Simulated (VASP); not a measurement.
Wanted: the native input for a VASP 6.6.1 run.

* Task: single point
* Functional: PBE
* Potentials or basis: VASP PAW PBE potentials, release 64 (Li_sv, H)
* Cutoff: 520 eV
* k mesh: 8 × 8 × 8
* Occupations: gaussian, width 0.01 eV
* Spin: no spin polarisation
* Dipole correction: no
* Further INCAR settings: ALGO = Fast; EDIFF = 1e-07; NBANDS = 9

The structure of LiH lies in POSCAR:

```
LiH
1.0
    0.0000000000      2.1451220117      2.1451220117
    2.1451220117      0.0000000000      2.1451220117
    2.1451220117      2.1451220117      0.0000000000
Li H
1 1
Direct
    0.0000000000      0.0000000000      0.0000000000
    0.2500000000      0.2500000000      0.2500000000
```

The cell was built by a generator and needn't be a form met in nature.

The input as run:

INCAR

```
SYSTEM = LiH
ALGO = Fast
EDIFF = 1E-7
ENCUT = 520
GGA = PE
ISIF = 2
ISMEAR = 0
LASPH = .True.
LCHARG = .True.
LELF = .True.
LREAL = .False.
LVHAR = .True.
LWAVE = .False.
NBANDS = 9
NELM = 60
PREC = Accurate
SIGMA = 0.01
```

KPOINTS

```
k-points
0
Gamma
  8 8 8
  0 0 0
```

Potentials or basis: VASP PAW PBE potentials, release 64 (Li_sv, H).

The run is started by

```bash
$ cat potpaw_PBE.64/Li_sv/POTCAR potpaw_PBE.64/H/POTCAR > POTCAR
$ mpirun -np 1 vasp_std > vasp.out
```

Results of the run:

```json
{"Band gap on the k mesh": "4.20 eV, indirect (least direct gap 5.27 eV)"}
```

It used 6.1 s of CPU time on 1 thread of Intel(R) Xeon(R) Platinum 8488C (Sapphire Rapids), on a shared host, which was overloaded at the time.
